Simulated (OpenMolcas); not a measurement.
# C5H6 (cyclopentadiene) at 3 levels

Aim: a comparison of 3 runs (MP2/ANO-S-MB, MP2/ANO-S-VDZ, MP2/ANO-S-VDZP) of C5H6 (cyclopentadiene). 

The calculation is run with OpenMolcas 26.06.

### Step 1. The structure to begin with

C5H6 has 11 atoms, charge 0, and is taken as a singlet. As SMILES, `C1=CCC=C1`. Geometry: relaxed at PBE0-D4/def2-TZVP.

Bond lengths: C1–C2 1.342 Å, C2–C3 1.493 Å, C3–C4 1.493 Å, C1–C5 1.460 Å, C4–C5 1.342 Å, C1–H6 1.082 Å, C2–H7 1.081 Å, C3–H8 1.098 Å, C3–H9 1.098 Å, C4–H10 1.081 Å, C5–H11 1.082 Å. Some angles: C1–C2–C3 109.1°, C2–C1–C5 109.2°, C2–C3–C4 103.4°, C3–C4–C5 109.1°, C1–C5–C4 109.2°, C1–C2–H7 126.8°, C3–C2–H7 124.1°, C2–C1–H6 126.1°, C5–C1–H6 124.7°, C2–C3–H8 112.0°.

### Step 2. The energy at MP2/ANO-S-MB (run 1)

Contents of struct.xyz:

```xyz
11

C     -1.190900     0.435600    -0.253200
C     -0.728000     0.015400     0.934400
C      0.696000    -0.404800     0.781800
C      0.975900    -0.162000    -0.664000
C     -0.129400     0.325400    -1.248800
H     -2.189500     0.800700    -0.455900
H     -1.275300    -0.023600     1.866100
H      0.845500    -1.456900     1.058000
H      1.366100     0.173100     1.432000
H      1.927600    -0.357200    -1.138600
H     -0.232600     0.597500    -2.291400
```

Contents of job.input:

```
* C5H6 MP2
>>> EXPORT MOLCAS_PRINT=2

&GATEWAY
  COORD = struct.xyz
  BASIS = ANO-S-MB
  GROUP = NoSym

&SEWARD

&SCF
  PRORBITALS = 0

&MBPT2
  FROZEN = 5
```

On the command line:

```console
$ export MOLCAS_MEM=1860
$ pymolcas job.input > job.log
```

Output:

```text
--- Start Module: gateway ---
[...]
--- Stop Module: gateway /rc=_RC_ALL_IS_WELL_ ---
[...]
      Basis functions           31
[...]
--- Start Module: scf ---
[...]
       Convergence after  10 Iterations
[...]
::    Total SCF energy                               -192.3709469146
[...]
      Total spin, S                                     0.0000000000
[...]
      Total electronic charge=   36.000000
      Total            charge=   -0.000000
[...]
      Dipole Moment (debye):
      Origin of the operator (angstrom)=   -0.0616    0.0340   -0.0745
                   X=  4.5076E-01               Y= -2.6147E-01               Z=  5.0961E-01           Total=  7.2887E-01
      Quadrupole Moment (debye*angstrom):
[...]
--- Stop Module: scf /rc=_RC_ALL_IS_WELL_ ---
--- Start Module: mbpt2 ---
[...]
WARNING!
Default frozen orbitals as non valence orbitals is overwritten by user input.
Default values:   5
[...]
       Reference weight ( Cref**2 )         =        0.89275
::    Total MBPT2 energy                             -192.6212284435
[...]
      Total MBPT2 calculations                           0.04      0.04
--- Stop Module: mbpt2 /rc=_RC_ALL_IS_WELL_ ---
[...]
```

Run time: 2.1 s. Hardware: 1 thread of Arm Neoverse V2, shared host; peak memory 0.37 GiB.

### Step 3. A single-point energy at MP2/ANO-S-VDZ (run 2)

struct.xyz is that of step 2.

Contents of job.inp:

```
&GATEWAY
 COORD=struct.xyz
 BASIS=ANO-S-VDZ
 GROUP=NoSym

&SEWARD

&SCF
 PRORBITALS=0

&MBPT2
 FROZEN=5
```

On the command line:

```console
$ export MOLCAS_MEM=1860
$ pymolcas job.inp > job.log
```

Output:

```text
--- Start Module: gateway ---
[...]
--- Stop Module: gateway /rc=_RC_ALL_IS_WELL_ ---
[...]
      Basis functions           57
[...]
--- Start Module: scf ---
[...]
       Convergence after  11 Iterations
[...]
::    Total SCF energy                               -192.7238531187
[...]
      Total spin, S                                     0.0000000000
[...]
      Total electronic charge=   36.000000
      Total            charge=   -0.000000
[...]
      Dipole Moment (debye):
      Origin of the operator (angstrom)=   -0.0616    0.0340   -0.0745
                   X=  3.6997E-01               Y= -2.1536E-01               Z=  4.1836E-01           Total=  5.9857E-01
      Quadrupole Moment (debye*angstrom):
[...]
--- Stop Module: scf /rc=_RC_ALL_IS_WELL_ ---
--- Start Module: mbpt2 ---
[...]
WARNING!
Default frozen orbitals as non valence orbitals is overwritten by user input.
Default values:   5
[...]
       Reference weight ( Cref**2 )         =        0.84823
::    Total MBPT2 energy                             -193.1257914332
[...]
      Total MBPT2 calculations                           0.07      0.08
--- Stop Module: mbpt2 /rc=_RC_ALL_IS_WELL_ ---
[...]
```

It took 2.8 s on 1 thread of Arm Neoverse V2, shared host; peak memory 0.39 GiB.

### Step 4. The energy at MP2/ANO-S-VDZP (run 3)

struct.xyz is that of step 3.

Contents of job.input:

```
&GATEWAY
Coord
struct.xyz
Basis
ANO-S-VDZP
Group
NoSym
&SEWARD
&SCF
PrOrbitals
0
&MBPT2
Frozen
5
```

On the command line:

```console
$ export MOLCAS_MEM=1860
$ pymolcas job.input > job.log
```

Output:

```text
--- Start Module: gateway ---
[...]
--- Stop Module: gateway /rc=_RC_ALL_IS_WELL_ ---
[...]
      Basis functions          100
[...]
--- Start Module: scf ---
[...]
       Convergence after  11 Iterations
[...]
::    Total SCF energy                               -192.8236578403
[...]
      Total spin, S                                     0.0000000000
[...]
      Total electronic charge=   36.000000
      Total            charge=   -0.000000
[...]
      Dipole Moment (debye):
      Origin of the operator (angstrom)=   -0.0616    0.0340   -0.0745
                   X=  2.6868E-01               Y= -1.5650E-01               Z=  3.0386E-01           Total=  4.3476E-01
      Quadrupole Moment (debye*angstrom):
[...]
--- Stop Module: scf /rc=_RC_ALL_IS_WELL_ ---
[...]
--- Start Module: mbpt2 ---
[...]
WARNING!
Default frozen orbitals as non valence orbitals is overwritten by user input.
Default values:   5
[...]
       Reference weight ( Cref**2 )         =        0.80120
::    Total MBPT2 energy                             -193.4747853181
[...]
      Total MBPT2 calculations                           0.38      0.43
--- Stop Module: mbpt2 /rc=_RC_ALL_IS_WELL_ ---
[...]
```

Wall time 13 s (1 thread of Arm Neoverse V2, shared host); peak memory 0.56 GiB.

### Step 5. The series

```
run           level  energy (Eh)  dipole moment (D) of the reference  HOMO energy (eV)  LUMO energy (eV)  wall time
  1    MP2/ANO-S-MB  -192.621228                                0.73            -11.44              1.44      2.1 s
  2   MP2/ANO-S-VDZ  -193.125791                                0.60             -8.63              2.89      2.8 s
  3  MP2/ANO-S-VDZP  -193.474785                                0.43             -8.41              3.15       13 s
```

### Step 6. Results

| quantity | value |
| --- | --- |
| run 3: total energy | -193.47479 Eh |
| run 3: dipole moment (mean-field density) | 0.43 D |
| run 3: HOMO energy (Hartree–Fock orbitals) | -8.41 eV |
| run 3: LUMO energy (Hartree–Fock orbitals) | 3.15 eV |
| run 3: HOMO–LUMO gap (Hartree–Fock orbitals) | 11.56 eV |
| run 3: correlation energy (5 core orbitals frozen) | -651.1 mEh |

**Reading.** In run 1 the basis is minimal, so the values are rough. All runs together took 18 s, the longest 13 s.
